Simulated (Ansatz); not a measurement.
# fcc Ag(111) / fcc Au(111) interface, two mixed layers, 2x2: specific resistance

Aim: the specific resistance of the fcc Ag(111) / fcc Au(111) interface, two mixed layers, 2x2. Experiment: current-perpendicular-to-plane resistances of sputtered multilayers at 4.2 K give 2AR = 0.1 ± 0.01 fΩ m² (J. Bass, CPP magnetoresistance of magnetic multilayers: a critical review, arXiv:1511.07387 (2015), Table 10). Those interfaces are textured, rough and intermixed over some layers.

Program: Ansatz 0.2.0. Level of theory: Ansatz plane-wave DFT, PBE, PAW files; ballistic transport by layer matching (Landauer), zero bias. Results are calculated unless marked as measured.

## (1) Set-up

The cell holds 72 atoms: 36 Ag and 36 Au. Its edges and angles: a = 5.773 Å, b = 5.773 Å, c = 42.424 Å, α = 90.0°, β = 90.0°, γ = 120.0°. It derives from Ag and Au. Regions: Ag, 36 atoms (34 Ag and 2 Au); Au, 36 atoms (2 Ag and 34 Au). The structure's axis is c.

## (2) Transmission: mixed layers, first draw

Sputtered interfaces are intermixed. The two layers next to the interface are filled half and half at random in a 2×2 cell. Energies from -0.06 to 0.06 eV in steps of 0.04 eV are too few for the program's thermal sum, so it prints no conductance; for a metal the transmission near the Fermi level serves, at a fraction of the cost.

input.yaml reads:

```yaml
crystal:
  lattice:
    - [5.7731379597, 0.0, 0.0]
    - [-2.8865689798, 4.9996841326, 0.0]
    - [0.0, 0.0, 42.4238473207]
  atoms:
    - { symbol: Ag, position: [0.0, 0.0, 0.0235716481] }
    - { symbol: Ag, position: [0.0, 0.5, 0.0235716481] }
    - { symbol: Ag, position: [0.5, 0.0, 0.0235716481] }
    - { symbol: Ag, position: [0.5, 0.5, 0.0235716481] }
    - { symbol: Ag, position: [0.1666666667, 0.3333333333, 0.0792894922] }
    - { symbol: Ag, position: [0.1666666667, 0.8333333333, 0.0792894922] }
    - { symbol: Ag, position: [0.6666666667, 0.3333333333, 0.0792894922] }
    - { symbol: Ag, position: [0.6666666667, 0.8333333333, 0.0792894922] }
    - { symbol: Ag, position: [0.3333333333, 0.1666666667, 0.1350073363] }
    - { symbol: Ag, position: [0.3333333333, 0.6666666667, 0.1350073363] }
    - { symbol: Ag, position: [0.8333333333, 0.1666666667, 0.1350073363] }
    - { symbol: Ag, position: [0.8333333333, 0.6666666667, 0.1350073363] }
    - { symbol: Ag, position: [0.0, 0.0, 0.1907251804] }
    - { symbol: Ag, position: [0.0, 0.5, 0.1907251804] }
    - { symbol: Ag, position: [0.5, 0.0, 0.1907251804] }
    - { symbol: Ag, position: [0.5, 0.5, 0.1907251804] }
    - { symbol: Ag, position: [0.1666666667, 0.3333333333, 0.2464430245] }
    - { symbol: Ag, position: [0.1666666667, 0.8333333333, 0.2464430245] }
    - { symbol: Ag, position: [0.6666666667, 0.3333333333, 0.2464430245] }
    - { symbol: Ag, position: [0.6666666667, 0.8333333333, 0.2464430245] }
    - { symbol: Ag, position: [0.3333333333, 0.1666666667, 0.3021608686] }
    - { symbol: Ag, position: [0.3333333333, 0.6666666667, 0.3021608686] }
    - { symbol: Ag, position: [0.8333333333, 0.1666666667, 0.3021608686] }
    - { symbol: Ag, position: [0.8333333333, 0.6666666667, 0.3021608686] }
    - { symbol: Ag, position: [0.0, 0.0, 0.3578787127] }
    - { symbol: Ag, position: [0.0, 0.5, 0.3578787127] }
    - { symbol: Ag, position: [0.5, 0.0, 0.3578787127] }
    - { symbol: Ag, position: [0.5, 0.5, 0.3578787127] }
    - { symbol: Ag, position: [0.1666666667, 0.3333333333, 0.4135965567] }
    - { symbol: Ag, position: [0.1666666667, 0.8333333333, 0.4135965567] }
    - { symbol: Ag, position: [0.6666666667, 0.3333333333, 0.4135965567] }
    - { symbol: Ag, position: [0.6666666667, 0.8333333333, 0.4135965567] }
    - { symbol: Ag, position: [0.3333333333, 0.1666666667, 0.4693144008] }
    - { symbol: Ag, position: [0.3333333333, 0.6666666667, 0.4693144008] }
    - { symbol: Au, position: [0.8333333333, 0.1666666667, 0.4693144008] }
    - { symbol: Au, position: [0.8333333333, 0.6666666667, 0.4693144008] }
    - { symbol: Ag, position: [0.0, 0.0, 0.5248699564] }
    - { symbol: Au, position: [0.0, 0.5, 0.5248699564] }
    - { symbol: Au, position: [0.5, 0.0, 0.5248699564] }
    - { symbol: Ag, position: [0.5, 0.5, 0.5248699564] }
    - { symbol: Au, position: [0.1666666667, 0.3333333333, 0.5802632234] }
    - { symbol: Au, position: [0.1666666667, 0.8333333333, 0.5802632234] }
    - { symbol: Au, position: [0.6666666667, 0.3333333333, 0.5802632234] }
    - { symbol: Au, position: [0.6666666667, 0.8333333333, 0.5802632234] }
    - { symbol: Au, position: [0.3333333333, 0.1666666667, 0.6356564904] }
    - { symbol: Au, position: [0.3333333333, 0.6666666667, 0.6356564904] }
    - { symbol: Au, position: [0.8333333333, 0.1666666667, 0.6356564904] }
    - { symbol: Au, position: [0.8333333333, 0.6666666667, 0.6356564904] }
    - { symbol: Au, position: [0.0, 0.0, 0.6910497575] }
    - { symbol: Au, position: [0.0, 0.5, 0.6910497575] }
    - { symbol: Au, position: [0.5, 0.0, 0.6910497575] }
    - { symbol: Au, position: [0.5, 0.5, 0.6910497575] }
    - { symbol: Au, position: [0.1666666667, 0.3333333333, 0.7464430245] }
    - { symbol: Au, position: [0.1666666667, 0.8333333333, 0.7464430245] }
    - { symbol: Au, position: [0.6666666667, 0.3333333333, 0.7464430245] }
    - { symbol: Au, position: [0.6666666667, 0.8333333333, 0.7464430245] }
    - { symbol: Au, position: [0.3333333333, 0.1666666667, 0.8018362915] }
    - { symbol: Au, position: [0.3333333333, 0.6666666667, 0.8018362915] }
    - { symbol: Au, position: [0.8333333333, 0.1666666667, 0.8018362915] }
    - { symbol: Au, position: [0.8333333333, 0.6666666667, 0.8018362915] }
    - { symbol: Au, position: [0.0, 0.0, 0.8572295585] }
    - { symbol: Au, position: [0.0, 0.5, 0.8572295585] }
    - { symbol: Au, position: [0.5, 0.0, 0.8572295585] }
    - { symbol: Au, position: [0.5, 0.5, 0.8572295585] }
    - { symbol: Au, position: [0.1666666667, 0.3333333333, 0.9126228255] }
    - { symbol: Au, position: [0.1666666667, 0.8333333333, 0.9126228255] }
    - { symbol: Au, position: [0.6666666667, 0.3333333333, 0.9126228255] }
    - { symbol: Au, position: [0.6666666667, 0.8333333333, 0.9126228255] }
    - { symbol: Au, position: [0.3333333333, 0.1666666667, 0.9680160925] }
    - { symbol: Au, position: [0.3333333333, 0.6666666667, 0.9680160925] }
    - { symbol: Au, position: [0.8333333333, 0.1666666667, 0.9680160925] }
    - { symbol: Au, position: [0.8333333333, 0.6666666667, 0.9680160925] }
kpoints:
  mp_grid: { grid: [5, 5, 1] }
hamiltonian:
  xc: pbe
scf:
  occupations: { method: fermi_dirac, width: 0.1 }
output:
  transmission:
    leads: [[12, 16], [52, 56]]
    kmesh: [16, 16]
    e_range: [-0.06, 0.06]
    de: 0.04
  write_potential: true
  write_density: true
  volumetric_format: npy
  elf: true
```

Run with:

```console
$ ansatz run input.yaml --threads 16 --pin off --max-ram 28672MiB --backend cpu --events-out ev --progress --plain --runs-dir out
```

Numbers of over 12 decimals in the logs are rounded to 6 here.

The program printed:

```text
Engine: ansatz 0.2.0, aarch64-unknown-linux-gnu
Pseudopotentials: kind: paw
Pseudopotential: Ag, paw, valence charge 19, recommended cutoff 420 eV (normal), Ag.paw.azcp
Pseudopotential: Au, paw, valence charge 19, recommended cutoff 420 eV (normal), Au.paw.azcp
Functional definition: PBE
  parameter kappa = 0.804
  parameter beta = 0.066725
  exchange = pbe_x(kappa = kappa, mu = beta*pi^2/3)
  correlation = pbe_c(beta = beta)
Crystal: 72 atoms, lattice volume = 1224.516 Å³
Basis set: ecut = 420 eV, 24033 PW (Γ)
Bands: 821, of which v1, the nominal top of the filled ones, is band 684 counted from 1 (683 counted from 0)
Symmetry: 1 space group operations
Space group: P1 (ITA 1), of the structure as read, at distance tolerance 1.1e-4 Å
k-points: 13 of 25 (time reversal used)
Non-local potential: Ag, projectors of the file, l = 0: 3, l = 1: 2, l = 2: 2, l = 3: 1
Non-local potential: Au, projectors of the file, l = 0: 3, l = 1: 2, l = 2: 2, l = 3: 1
PAW form: soft (Blöchl's): semilocal exchange-correlation on the pseudo side does not see the compensation charge
PAW one-centre angular grid: Ag, 590 points (default); XC on 64 Gauss nodes
PAW one-centre angular grid: Au, 590 points (default); XC on 64 Gauss nodes
Initial density: superposition of atomic densities (neutral atoms: chi_scale 0, normalization atom), corrected by the library's trained network
Initial wavefunctions: pseudopotential atomic-orbital guess
Functional: x = pbe(κ = 0.804, μ = 0.219515), c = pbe(β = 0.066725)
SCF iter   1: F=—  HF=-746635.289459 eV  |F-HF|=—  |Δ(HF+E_count)|=         —  Δρ=4.58e-3  dr2=5.37e1  ethr=1.77e-3  ⟨swp⟩=4.5  Hψ=31773  notcnv=0  defer=715
preconditioner: auto → Kerker (q_TF=auto, 2.779 Å⁻¹)  [metal: Δε(μ)=0.011 eV  Ē_g=10.630 eV  σ=0.100 eV  W_gap=0.03  n_scr=474 (ndim 8)  ℏωp=29.9 eV  f_vac=0.000  D(μ)=21.21/eV (n_scr^D=124)]
SCF iter   2: F=—  HF=-746635.173177 eV  |F-HF|=—  |Δ(HF+E_count)|=   1.16e-1  Δρ=2.43e-3  dr2=2.60e1  ethr=1.77e-3  ⟨swp⟩=1.0  Hψ=12285  notcnv=0  defer=737
SCF iter   3: F=—  HF=-746635.037843 eV  |F-HF|=—  |Δ(HF+E_count)|=   1.35e-1  Δρ=1.16e-3  dr2=4.58e0  ethr=1.77e-3  ⟨swp⟩=1.0  Hψ=9338  notcnv=0  defer=737
SCF iter   4: F=—  HF=-746635.007204 eV  |F-HF|=—  |Δ(HF+E_count)|=   3.06e-2  Δρ=4.20e-4  dr2=2.71e-2  ethr=3.35e-4  ⟨swp⟩=1.0  Hψ=9338  notcnv=0  defer=997
SCF iter   5: F=—  HF=-746635.007419 eV  |F-HF|=—  |Δ(HF+E_count)|=   2.14e-4  Δρ=1.68e-4  dr2=5.42e-3  ethr=1.98e-6  ⟨swp⟩=1.0  Hψ=10703  notcnv=0  defer=1000
SCF iter   6: F=—  HF=-746635.007427 eV  |F-HF|=—  |Δ(HF+E_count)|=   8.29e-6  Δρ=4.86e-5  dr2=2.12e-4  ethr=3.97e-7  ⟨swp⟩=1.0  Hψ=9326  notcnv=0  defer=1000
SCF iter   7: F=—  HF=-746635.007384 eV  |F-HF|=—  |Δ(HF+E_count)|=   4.27e-5  Δρ=1.43e-5  dr2=3.49e-5  ethr=1.55e-8  ⟨swp⟩=1.2  Hψ=9418  notcnv=0  defer=1000
SCF iter   8: F=—  HF=-746635.009872 eV  |F-HF|=—  |Δ(HF+E_count)|=   2.49e-3  Δρ=5.57e-6  dr2=7.45e-6  ethr=2.55e-9  ⟨swp⟩=1.1  Hψ=10041  notcnv=0  defer=1044
SCF iter   9: F=—  HF=-746635.009872 eV  |F-HF|=—  |Δ(HF+E_count)|=   1.03e-7  Δρ=2.56e-6  dr2=1.16e-6  ethr=5.45e-10  ⟨swp⟩=1.1  Hψ=9331  notcnv=0  defer=1044
SCF iter  10: F=—  HF=-746635.009872 eV  |F-HF|=—  |Δ(HF+E_count)|=   2.72e-8  Δρ=8.73e-7  dr2=2.57e-7  ethr=8.47e-11  ⟨swp⟩=1.0  Hψ=9326  notcnv=0  defer=1044
SCF iter  11: F=-746635.009872 eV  HF=-746635.009872 eV  |F-HF|=4.21e-8  |Δ(HF+E_count)|=   4.54e-9  Δρ=5.32e-7  dr2=4.30e-8  ethr=7.31e-12  ⟨swp⟩=9.2  Hψ=41488  notcnv=0
SCF 1 converged in 11 iterations: F = -746635.009872 eV  dr2 = 4.30e-8
  greatest PAW one-centre occupation: 1.000 electrons in one spin orbital (limit 2), on the Ag atom at site 27 (counted from 0), in its partial waves of l = 0
transmission: 432 of 4290 steps passed
transmission: 876 of 4290 steps passed
[...]
transmission: 4290 of 4290 steps passed
SCF converged after 11 iterations
Free energy (F): -746635.009872 eV
Harris-Foulkes:  -746635.009872 eV  (|F-HF|=4.21e-8)
Internal energy: -746634.286225 eV  (E = F + TS)
E sigma→0 (E₀):  -746634.648048 eV
Entropy (-TS):   -0.723647 eV (-10.051 meV/atom)
Fermi energy:    19.028301 eV
--- Per-component energies (eV) ---
  E_band       = -15796.514060
  E_kinetic    = 40783.353934
  E_local      = -140159.048708  (includes V_loc(G=0)·N_el)
  E_nonlocal   = 5547.292590
  E_hartree    = 62121.458050
  E_xc         = -14881.483808
  E_vxc        = -18389.938620  (∫ρ·V_xc dr)
  E_paw        = -489909.949915  (= ΣΔE_a)
  E_vpaw       = -27821.140986  (= ΣTr[D̂ρ^β])
  E_aug_tail   = 0.065338  (compensation charges beyond the density's cutoff)
  E_ewald      = -210135.973705
  E_smearing   = -0.723647  (= −TS)
  E_closure    = -0.000000  (closes the sum)
  Σ components = -746635.009872   (vs F -746635.009872, Δ=0.00e0)
--- Band table (eV; the first three rows and the last of 13) ---
  k-point 0: bands = [... 680 lower, 19.2775, 19.6476, 19.6573, 19.6680, 19.7097, 19.7162, 19.7218, 19.9311, ... 133 higher]
  k-point 1: bands = [... 680 lower, 18.8091, 18.8622, 18.8644, 19.0151, 19.0225, 19.1532, 19.1617, 19.3097, ... 133 higher]
  k-point 2: bands = [... 680 lower, 18.7799, 18.8069, 18.8742, 18.8874, 19.0336, 19.0710, 19.0964, 19.1255, ... 133 higher]
  k-point 12: bands = [... 680 lower, 18.3802, 18.6033, 18.6524, 19.0528, 19.0571, 19.4752, 19.4788, 19.7924, ... 133 higher]
--- Transmission ---
  basis      : 253 plane waves across, 33 finite elements along
  points     : 130, standing for a mesh of 16 x 16
  energies   : 4 from -0.060000 to 0.060000 eV about the Fermi level, 0.040000 eV apart; the leads are filled to 0.000000 eV, and channels, transmission and decay are at -0.020000 eV
  crystal 0  : Ag4, at the sites [12, 16], period 2.3638 Å, over 18.91 Å; its Hamiltonian steps by up to 2.1 meV
    offset         : up to 0.0000 Å between an atom of the period and one for which it stands
    channels       : 3.128906e0 a spin
    conductance    : none, the energies end too early or step too widely for 300 K: set another output.transmission.e_range or a lower de, or, where they end at an eighth of basis.ecutwfc, a higher one
  crystal 1  : Au4, at the sites [52, 56], period 2.3500 Å, over 18.80 Å; its Hamiltonian steps by up to 2.3 meV
    offset         : up to 0.0000 Å between an atom of the period and one for which it stands
    channels       : 3.175781e0 a spin
    conductance    : none, the energies end too early or step too widely for 300 K: set another output.transmission.e_range or a lower de, or, where they end at an eighth of basis.ecutwfc, a higher one
  junction   : crystal 0 to crystal 1, 9.97 to 31.19 Å
    transmission   : 3.021815e0 a spin
    conductance    : none, the energies end too early or step too widely for 300 K: set another output.transmission.e_range or a lower de, or, where they end at an eighth of basis.ecutwfc, a higher one
```

Wall time 15 min (16 threads of Arm Neoverse V2, shared host); peak memory 14 GiB.

Reading the cycles: dr2 is the Hartree energy of the density residual (eV), the measure of convergence; HF is the Harris–Foulkes estimate of the energy, which meets the free energy F at convergence.

Numbers from this step:

```
free energy                                    : -746635.0099 eV
energy at zero smearing                        : -746634.6480 eV
Fermi energy                                   : 19.03 eV
cell area                                      : 28.86 Å²
transmission per spin nearest the Fermi level  : 3.022
open channels per spin nearest the Fermi level : 3.129
open channels per spin, upper lead             : 3.176
step of the lead's potential                   : 2.1 meV
step of the upper lead's potential             : 2.3 meV
```

Per spin. The transmission, zone mean by energy, zero at the Fermi level:

| energy (eV) | transmission, zone mean |
| --- | --- |
| -0.0600 | 3.01 |
| -0.0200 | 3.02 |
| 0.0200 | 3.03 |
| 0.0600 | 3.03 |

Per spin. Table of open channels, zone mean by energy, zero at the Fermi level:

| energy (eV) | lead | upper lead |
| --- | --- | --- |
| -0.0600 | 3.15 | 3.13 |
| -0.0200 | 3.13 | 3.18 |
| 0.0200 | 3.13 | 3.18 |
| 0.0600 | 3.13 | 3.18 |

Transmission over k1 and k2. At -0.0200 eV from the Fermi level (the log's summary may quote the solved energy on the other side of it).

Ten even steps from '_' (2.15) to '@' (3.79):
```
==@@============@@==============
====@@==========@@==========++==
======@@========@@============++
========@@======%%==============
==========@@====@@==============
==============__--==============
============::====__============
@@@@@@@@@@@@==========@@@@@@@@@@
==============__====::==========
================--__============
================@@====@@========
================%%======@@======
==++============@@========@@====
====++==========@@==========@@==
================@@============@@
@@==============@@==============
```
Columns: k1 (b1) from -0.5 to 0.438; rows upwards: k2 (b2) from -0.5 to 0.438.

Open channels over k1 and k2. At -0.0200 eV from the Fermi level (the log's summary may quote the solved energy on the other side of it).

Values, 16 rows by 16 columns:
```
3.00 4.00 3.00 3.00 3.00 3.00 3.00 3.00 4.00 3.00 3.00 3.00 3.00 3.00 3.00 3.00
3.00 3.00 4.00 3.00 3.00 3.00 3.00 3.00 4.00 3.00 3.00 3.00 3.00 3.00 3.00 3.00
3.00 3.00 3.00 4.00 3.00 3.00 3.00 3.00 4.00 3.00 3.00 3.00 3.00 3.00 3.00 3.00
3.00 3.00 3.00 3.00 4.00 3.00 3.00 3.00 4.00 3.00 3.00 3.00 3.00 3.00 3.00 3.00
3.00 3.00 3.00 3.00 3.00 4.00 3.00 3.00 4.00 3.00 3.00 3.00 3.00 3.00 3.00 3.00
3.00 3.00 3.00 3.00 3.00 3.00 3.00 3.00 3.00 3.00 3.00 3.00 3.00 3.00 3.00 3.00
3.00 3.00 3.00 3.00 3.00 3.00 3.00 3.00 3.00 3.00 3.00 3.00 3.00 3.00 3.00 3.00
4.00 4.00 4.00 4.00 4.00 4.00 3.00 3.00 3.00 3.00 3.00 4.00 4.00 4.00 4.00 4.00
3.00 3.00 3.00 3.00 3.00 3.00 3.00 3.00 3.00 3.00 3.00 3.00 3.00 3.00 3.00 3.00
3.00 3.00 3.00 3.00 3.00 3.00 3.00 3.00 3.00 3.00 3.00 3.00 3.00 3.00 3.00 3.00
3.00 3.00 3.00 3.00 3.00 3.00 3.00 3.00 4.00 3.00 3.00 4.00 3.00 3.00 3.00 3.00
3.00 3.00 3.00 3.00 3.00 3.00 3.00 3.00 4.00 3.00 3.00 3.00 4.00 3.00 3.00 3.00
3.00 3.00 3.00 3.00 3.00 3.00 3.00 3.00 4.00 3.00 3.00 3.00 3.00 4.00 3.00 3.00
3.00 3.00 3.00 3.00 3.00 3.00 3.00 3.00 4.00 3.00 3.00 3.00 3.00 3.00 4.00 3.00
3.00 3.00 3.00 3.00 3.00 3.00 3.00 3.00 4.00 3.00 3.00 3.00 3.00 3.00 3.00 4.00
4.00 3.00 3.00 3.00 3.00 3.00 3.00 3.00 4.00 3.00 3.00 3.00 3.00 3.00 3.00 3.00
```
Columns: k1 (b1) from -0.5 to 0.438; rows upwards: k2 (b2) from -0.5 to 0.438.

ELF in the ca plane at fractional y = 0.000, with atoms of Ag and Au within 0.2 Å of it. It is the smooth field of the valence electrons, not physical close to the nuclei.

Ten even steps from '0' (0.11) to '9' (0.82), each cell a mean:
```
00001113787410100000111110268852011110000111
00110001454200011001122210135530012211011221
01221000111000122101233321001100123331112332
01332100000000233201234421001100124432113442
01221000111000122101233321122221123331112332
00110002454200011001122211245542111211011211
00001113787410100000111111367763111110000111
00001114798511110000000011468863111100000111
00000002576310000000000001356652111110001111
01111001232100111100011101234431112221112221
01332000000000133200123210111111123432113442
01332000000000133200123210000000123432113442
01111001232100111100011100023310112221112221
00000003576310000000000000256641011110001111
00011114798511100000001110369962011100000111
```
Columns run along c (16.0 Å, from fractional 0.28 to 0.66 of the cell), rows up along a (5.8 Å). Atoms in or near the plane, at fractional coordinates: Ag at (0.36, 0.00), Ag at (0.36, 0.50), Ag at (0.52, 0.00), Au at (0.52, 0.50).

Electrostatic potential energy in the ca plane at fractional y = 0.000, with atoms of Ag and Au within 0.2 Å of it. With pseudopotentials it is smooth inside the atoms' cores, unlike the true potential.

Ten even steps from '0' (-22 eV) to '9' (22 eV), each cell a mean:
```
99999984100389999999999999620026999999999999
99889997433699988999988899853358998889998889
98667999878999866799865689987789986568987558
97556899999999755789853589999999974358985347
98667999878999866799865689987789986568987568
99889997423699988999988899731148998889998889
99999984100389999999999999500006999999999999
99999984000379999999999999400005999999999999
99999996212489999999999999610017999999999999
98778998656899877899987899864468987679998678
97557899989999755799865689998899975358986447
97557899989999755799865689998899975358986447
98778998656899877899987899975579987679998778
99999995211489999999999999731137999999999999
99999984000379999999999999510016999999999999
```
Columns run along c (16.0 Å, from fractional 0.28 to 0.66 of the cell; values clipped at the 3rd and 97th percentile), rows up along a (5.8 Å). Atoms in or near the plane, at fractional coordinates: Ag at (0.36, 0.00), Ag at (0.36, 0.50), Ag at (0.52, 0.00), Au at (0.52, 0.50).

Valence density in the ca plane at fractional y = 0.000, with atoms of Ag and Au within 0.2 Å of it. It is the smooth field of the valence electrons, not physical close to the nuclei.

Ten steps, logarithmic in the rise over the least value, from '0' (0 e/Å³) to '9' (18 e/Å³), each cell a mean:
```
00000015898620000000001101379973101100000110
01111013566310111100122211246641112221011221
12332101222101233211234321112210123432113432
12443100011001244311244421011100124442123443
12332101222101233211234321123321123431113432
01111013566310111100122211256652112211011221
00000015898620000000001101478873111100000111
00000015899620000000000001479974100000000000
00111014787510011000011101367763111110001111
01222101344210122100122211135431112321112332
12343100111001244211234320011110124432123442
12343100111001244211234320011110124432123442
01222101344210122100122210134431112321112332
00110014787510011000011101368862111110001111
00000015899620000000000001489973100000000000
```
Columns run along c (16.0 Å, from fractional 0.28 to 0.66 of the cell), rows up along a (5.8 Å). Atoms in or near the plane, at fractional coordinates: Ag at (0.36, 0.00), Ag at (0.36, 0.50), Ag at (0.52, 0.00), Au at (0.52, 0.50).

Over the solved energies the transmission per spin lies between 3.01 and 3.03, out of 3.13 channels of the lead on average (up to 3.15).

## (3) Resistance: mixed layers, first draw

This step: Ansatz plane-wave DFT, PBE, PAW files; ballistic transport by layer matching (Landauer), zero bias; specific resistance of one interface, 1/T less the mean of the leads' 1/N (Ansatz 0.2.0).

Numbers from this step:

```yaml
area_resistance: 0.04927 fΩ m²
t_over_the_leads_mean_channel_count: 0.9600
twice_the_interface_resistance_2ar_or_2ar_star_for_magnets: 0.09854 fΩ m²
```

Twice the interface resistance is 0.0985 fΩ m² here, against 0.1 measured.

By hand, with T and the leads' channels N averaged over the energies near the Fermi level: RA = A (h/2e²)(1/T − ½[1/N₁ + 1/N₂]) = 28.86×10⁻²⁰ m² × 12 906 Ω × (1/3.023 − ½[1/3.135 + 1/3.164]) = 0.0493 fΩ m².

(Part 1 of 2 ends here.)

[Logs are printed without paths, hosts, clocks, repeated set-up lines and the standing remarks that a program may print on its own settings, such as how far it seeks lower states.]

[Hosts, paths, dates, database ids (printed as entryN), source tags and the programs' standing remarks are cut or masked in the printed files.]
